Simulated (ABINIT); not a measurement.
## LiH in ABINIT: the effect of functional

LiH:

```
CELL_PARAMETERS angstrom
0.00000 2.03675 2.03675
2.03675 0.00000 2.03675
2.03675 2.03675 0.00000
ATOMIC_POSITIONS crystal
Li 0.00000 0.00000 0.00000
H 0.50000 0.50000 0.50000
```

Alike in all runs:

```yaml
Program: ABINIT 10.8.3 (patched build)
Task: single point
Potentials_or_basis: SG15 NC PBE v1.2
Cutoff: 707 eV
k_mesh: 8 × 8 × 8
Occupations: fixed
Spin: no spin polarisation
```

| functional | gap on the mesh (eV) |
| --- | --- |
| PBEsol | 2.80 |
| PBE | 3.02 |
| HSE06 | ? |
| PBE0 | 4.68 |

**Question.** What does the run with functional HSE06 give?

**Answer.** gap on the mesh 4.07 eV.

Caveats: Libxc's HSE differs a little from that of other programs (some runs).

A k mesh can miss the band edges.
